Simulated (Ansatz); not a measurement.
WSe$_{2}$ (P-3m1)

The calculation used DFT PBEsol, scalar-relativistic, plane waves, PAW in Ansatz.

Cutoff 420 eV; k points 12×12×1 on the computed 12-atom cell (Γ-centred); Gaussian smearing, width 0.02 eV; no spin polarisation.

The structure is relaxed at this level of theory with its symmetry kept. This form isn't the usual stable structure of the compound.

```cif
data_structure
_symmetry_space_group_name_H-M 'P-3m1'
_symmetry_Int_Tables_number 164
_cell_length_a 3.2709
_cell_length_b 3.2709
_cell_length_c 35.7728
_cell_angle_alpha 90.000
_cell_angle_beta 90.000
_cell_angle_gamma 120.000
_cell_volume 331.44
loop_
_atom_site_label
_atom_site_type_symbol
_atom_site_symmetry_multiplicity
_atom_site_Wyckoff_symbol
_atom_site_fract_x
_atom_site_fract_y
_atom_site_fract_z
_atom_site_occupancy
W1 W 2 d 0.66667 0.33333 0.90758 1
W2 W 2 d 0.66667 0.33333 0.27714 1
Se1 Se 2 d 0.33333 0.66667 0.95438 1
Se2 Se 2 d 0.33333 0.66667 0.32389 1
Se3 Se 2 d 0.66667 0.33333 0.76967 1
Se4 Se 2 d 0.66667 0.33333 0.13923 1
```

| Item | Value |
| --- | --- |
| Space group | P-3m1 (No. 164) |
| Volume per atom | 186.4 bohr³ |
| Formation energy from the elements' standard states (uncorrected) | -0.592 eV/atom |
| Kohn–Sham band gap | 1.15 eV, indirect from Γ to (0.180, 0.180, 0.000) |
| Löwdin character of the top 1 eV of the valence band | W 5d 60 %, Se 4p 35 % |
| Löwdin character of the lowest 1 eV of the conduction band | W 5d 63 %, Se 4p 29 %, unprojected 4 % |
| Electron masses at the edge by Cartesian direction of the standard setting (m_e; degenerate bands sorted by energy; no spin-orbit coupling) | x: 0.53; y: 0.48; z: over 30 |
| Hole masses at the edge by Cartesian direction of the standard setting (m_e; degenerate bands sorted by energy; no spin-orbit coupling) | x: 1.0; y: 1.0; z: over 30 |

Spin-orbit coupling is left out, which matters for the bands of heavy elements. Each cell of WSe2 holds layers, and where no dispersion correction was added their binding is poorly described.